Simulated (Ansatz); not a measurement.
## Pt: from a trial structure to a relaxed crystal

Level of theory: DFT PBE, scalar-relativistic, plane waves, PAW in Ansatz. Cutoff 420 eV, Γ-centred k mesh, Gaussian smearing, no spin polarisation in the final step.

The start is a random cell of Pt with space group Fmm2 (No. 42), drawn with lower limits on the distances.

```xyz
5
Lattice="0.0000 3.9970 3.2105 3.6898 0.0000 3.2105 3.6898 3.9970 0.0000" Properties=species:S:1:pos:R:3 pbc="T T T"
Pt    1.8449    3.9970    3.3124
Pt    5.5347    3.9970    3.3124
Pt    3.6898    5.3294    4.2090
Pt    3.6898    2.6647    4.2090
Pt    3.6898    3.9970    5.9650
```

Cell and atoms relax at zero pressure; the relaxation can't lower the symmetry of the start. After a coarse first stage the cell is made exact in the group found at 0.06 Å.

Energies count from the standard state of Pt at the same level.

Task: Which crystal results?

Result: It keeps Fmm2 (No. 42). Conventional cell: a = 8.009 Å, b = 9.009 Å, c = 5.089 Å. Around Pt on Wyckoff site d (2 atoms of the primitive cell) lie 7 Pt at 2.61–2.81 Å and 3 Pt at 3.14–3.20 Å; Pt on Wyckoff site c (2 atoms of the primitive cell) has 6 Pt at 2.59–2.69 Å; Pt on Wyckoff site a (1 atom of the primitive cell) is coordinated by 8 Pt at 2.61–2.68 Å and 2 Pt at 3.14 Å.

Space group Fmm2 (No. 42). a = 8.009 Å, b = 9.009 Å, c = 5.089 Å, α = 90.00°, β = 90.00°, γ = 90.00°
```csv
atom,site,symmetry,x,y,z
Pt,8d,.m.,0.8244,0.0000,0.5425
Pt,8c,m..,0.0000,0.2765,0.8263
Pt,4a,mm2,0.0000,0.0000,0.9908
```

Task: What are its volume, energy, density and gap?

Result: The volume per atom is 18.36 Å³ and the density is 17.64 g/cm³. The energy over the standard structure is 0.43 eV/atom. The gap on the 10×10×10 mesh is 0 eV (a metal).

The final run used a 10×10×10 mesh on its 5-atom cell and 0.10 eV smearing. The k mesh leaves about 4 meV/atom of noise in metals. Spin–orbit coupling is left out. Symmetry constrained the relaxation, so the result can be a saddle point.